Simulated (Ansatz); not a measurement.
AlNi3:

```
CELL_PARAMETERS angstrom
3.52305 0.00000 0.00000
0.00000 3.52305 0.00000
0.00000 0.00000 3.52305
ATOMIC_POSITIONS crystal
Ni 0.50000 0.50000 0.00000
Ni 0.50000 0.00000 0.50000
Ni 0.00000 0.50000 0.50000
Al 0.00000 0.00000 0.00000
```

The cell is a database's computed one.

Below is the output of Ansatz 0.2.0 for this cell. Logs are shortened: lines on timing, memory, paths and dates and some standing lists are left out, and cuts for length are marked.

```text
Warning: RAYON_NUM_THREADS=2 ignored (pool sized by the plan → 2); use --threads N
Engine: ansatz 0.2.0, x86_64-unknown-linux-gnu
Pseudopotentials: kind: paw
Pseudopotential: Ni, paw, valence charge 18, recommended cutoff 420 eV (normal), Ni.paw.azcp
Pseudopotential: Al, paw, valence charge 3, recommended cutoff 420 eV (normal), Al.paw.azcp
Functional definition: PBEsol
  exchange = pbesol_x
  correlation = pbesol_c
Crystal: 4 atoms, lattice volume = 43.728 Å³
Basis set: ecut = 420 eV, 847 PW (Γ), exchange–correlation on 48×48×48 points (8 copies of the dense FFT grid, shifted against one another)
Bands: 36, of which v1, the nominal top of the filled ones, is band 29 counted from 1 (28 counted from 0)
Symmetry: 48 space group operations
Space group: Pm-3m (ITA 221), of the structure as read, at distance tolerance 3.5e-5 Å
Magnetic group: BNS 221.92 (UNI 1594), of the structure as read, at distance tolerance 3.5e-5 Å
k-points: 20 of 216
Non-local potential: Ni, projectors of the file, l = 0: 3, l = 1: 2, l = 2: 3, l = 3: 1
Non-local potential: Al, projectors of the file, l = 0: 2, l = 1: 2, l = 2: 1
PAW form: soft (Blöchl's): semilocal exchange-correlation on the pseudo side does not see the compensation charge
PAW frozen core: Ni, regenerated for the run's functional, and the local potential with it (the file was generated under x = pbe(κ = 0.804, μ = 0.2195149727645171), c = pbe(β = 0.06672455060314922))
[... 142 lines left out ...]
--- Band table (eV; the first three rows and the last of 40) ---
  k-point 0 ↑: bands = ["-86.5538", "-86.5200", "-86.5200", "-47.1529", "-47.1529", "-47.1529", "-47.0695", "-47.0695", "-47.0695", "-47.0012", "-47.0012", "-47.0012", "6.0739", "11.7731", "12.4806", "12.4806", "12.8504", "12.8504", "12.8504", "14.8839", "14.8839", "14.8839", "15.7482", "15.7482", "16.0714", "16.2602", "16.2602", "16.2602", "17.1248", "17.1248", "17.1248", "22.9976", "22.9976", "23.8791", "28.7199", "28.7199"]
  k-point 1 ↑: bands = ["-86.5518", "-86.5220", "-86.5200", "-47.1472", "-47.1472", "-47.1436", "-47.0710", "-47.0710", "-47.0698", "-47.0114", "-47.0052", "-47.0052", "6.4200", "11.8305", "12.2894", "12.6983", "12.9093", "12.9093", "12.9307", "14.6945", "14.6945", "14.7956", "15.5093", "15.6975", "15.6975", "15.7489", "15.9441", "16.0860", "16.2605", "18.1307", "18.1307", "22.9646", "23.5450", "25.2763", "27.0983", "27.0983"]
  k-point 2 ↑: bands = ["-86.5466", "-86.5271", "-86.5199", "-47.1337", "-47.1337", "-47.1184", "-47.0761", "-47.0761", "-47.0706", "-47.0384", "-47.0137", "-47.0137", "7.4223", "10.8606", "12.4311", "13.0535", "13.0535", "13.1200", "13.2392", "14.3200", "14.3200", "14.5900", "14.7464", "15.2240", "15.2240", "15.3662", "15.5313", "15.8061", "16.2611", "19.8431", "19.8431", "22.8801", "23.9061", "24.3829", "24.3829", "26.0286"]
  k-point 19 ↓: bands = ["-86.2239", "-86.2239", "-86.2239", "-46.8700", "-46.8700", "-46.8700", "-46.8475", "-46.7406", "-46.7406", "-46.7406", "-46.6558", "-46.6558", "10.5523", "12.3404", "12.3404", "12.3404", "14.1367", "14.1367", "14.1367", "14.4139", "14.4139", "14.4139", "15.1281", "15.1281", "15.1281", "15.4028", "15.4028", "15.9571", "16.4135", "16.4135", "16.4135", "20.0293", "20.6188", "20.6188", "20.6188", "34.5920"]
--- Elastic constants: 2 strain directions × 2 members + reference (group order 48) ---
  dense FFT box of the reference and of every strained cell: 24×24×24
  strains applied: 11, 23; error gains: componentwise 1.00 (the most a stress slope's error grows in a printed constant), spectral 1.73 (1 for all six strains in a standard setting)
  C = ∂σ_k/∂η_j (tension-positive GPa; Voigt order 11 22 33 23 13 12):
       275.917    162.717    162.717     -0.000     -0.000     -0.000
       162.717    275.917    162.717     -0.000     -0.000     -0.000
       162.717    162.717    275.917     -0.000     -0.000     -0.000
         0.000     -0.000     -0.000    144.763      0.000      0.000
         0.000      0.000     -0.000     -0.000    144.763     -0.000
        -0.000     -0.000      0.000      0.000      0.000    144.763
  reference stress σ⁰ (GPa):      0.626      0.626      0.626     -0.000     -0.000     -0.000
  C* (energy form; C + prestress term) asymmetry max|C*_kj − C*_jk| = 1.137e-13 GPa — a small one proves nothing (zero by symmetry where the batch's group is 432, −43m or m−3m); a large one is finite-difference/SCF noise where every solve meets its electron count
  moduli (Voigt/Reuss/Hill, GPa): K = 200.45/200.45/200.45   G = 109.50/89.19/99.34   E = 255.78   ν = 0.287
  mechanically stable: yes (min eigenvalue of sym C = 113.20 GPa)
  strain η (Voigt 11):  stress-route row diagonal C_11 = 275.92 GPa, energy-path curvature d²(F+E_count+ΔE)/dδ²/Ω₀ = 276.76 GPa
         δ    σ_11 (GPa)             F (eV)   n_scf  n_hpsi   n_pw
    -2.000e-3       0.0741      -17941.2603875      15   71831    876
     2.000e-3       1.1778      -17941.2596930      15   66503    876
  strain η (Voigt 23):  stress-route row diagonal C_44 = 144.76 GPa, energy-path curvature d²(F+E_count+ΔE)/dδ²/Ω₀ = 144.74 GPa
         δ    σ_23 (GPa)             F (eV)   n_scf  n_hpsi   n_pw
    -2.000e-3      -0.2895      -17941.2601141      12   99856    876
     2.000e-3       0.2895      -17941.2601141       9   63948    876
```

**Question.** Write the input and the command behind it.

**Answer.** Elastic constants with PBEsol, collinear spin, ferromagnetic start. The files as run (others can give the same):

input.yaml
```yaml
crystal:
  lattice:
    - [3.5230547267, 0.0, 0.0]
    - [0.0, 3.5230547267, 0.0]
    - [0.0, 0.0, 3.5230547267]
  atoms:
    - { symbol: Ni, position: [0.5, 0.5, 0.0], spin: 1.0 }
    - { symbol: Ni, position: [0.5, 0.0, 0.5], spin: 1.0 }
    - { symbol: Ni, position: [0.0, 0.5, 0.5], spin: 1.0 }
    - { symbol: Al, position: [0.0, 0.0, 0.0] }
hamiltonian:
  xc: pbesol
  pseudopotentials: { kind: paw }
magnetization:
  spin_polarized: true
kpoints:
  mp_grid: { grid: [6, 6, 6] }
scf:
  occupations: { method: fermi_dirac, width: 0.05 }
output:
  forces: true
  stress: true
elastic:
  mode: clamped_ion
  stencil: two_point
```

Potentials or basis: Ansatz PAW.
Command:
```sh
$ ansatz run input.yaml --threads 2 --pin off --max-ram 5632MiB --backend cpu --events-out ev --progress --plain --runs-dir out
```

Caveat: elastic constants of metals need much finer meshes, so these are rough; the PAW data sets come from PBE, with cores solved anew for the run's functional, which leaves a small shift of forces and pressure.
